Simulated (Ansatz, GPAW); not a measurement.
**One calculation of SrO, 3 ways**

```
Sr O
1.0
     0.00000    2.56630    2.56630
     2.56630    0.00000    2.56630
     2.56630    2.56630    0.00000
Sr O
1 1
Direct
  0.50000 0.50000 0.50000
  0.00000 0.00000 0.00000
```

Alike in all runs: task single point; functional PBE; k mesh 9 × 9 × 9; occupations gaussian, width 0.024 eV; no spin polarisation; no spin-orbit coupling. Pressure is positive in compression and, in plane waves, holds the error of the finite cutoff, which Ansatz's Pulay term estimates and takes out.

```csv
program and potentials,plane-wave cutoff (eV),notes,pressure (GPa)
"Ansatz, Ansatz PAW",420,Pulay term of +0.37 GPa included,3.32
"GPAW, GPAW PAW data sets (gpaw-data 1.2.1)",800,-,3.83
"Ansatz, all-electron LAPW, scalar-relativistic",-,-,3.33
```

The pressure spans 3.32 (Ansatz, Ansatz PAW) to 3.83 GPa (GPAW, GPAW PAW data sets (gpaw-data 1.2.1)), with all-electron results at 3.33.

Differences between rows come from potentials, basis sets and numerical settings, since the functional is the same but for its coding. Runs on potential files found faulty are left out.

All three calculations put this rock-salt cell under compression, so the PBE equilibrium volume of SrO is larger than the one used here. In an ionic oxide, the Madelung attraction between the ions is balanced by the short-range repulsion of their closed shells, mainly O 2p against Sr 4p. At this spacing the repulsion prevails, and the crystal pushes outwards. Part of the pressure probably reflects the functional rather than real compression, since PBE usually makes such oxides slightly too large. The cell is, however, also a little smaller than the measured one at ambient conditions, so both contributions likely have the same sign.

Ansatz PAW, at 3.32 GPa, practically reproduces the all-electron 3.33 GPa, while GPAW lies higher at 3.83 GPa, perhaps because of its data sets, as a finite cutoff normally lowers the pressure. This difference is small in terms of lattice constant and leaves the sign of the pressure untouched. A single volume does not, however, fix the equilibrium lattice constant or the bulk modulus.
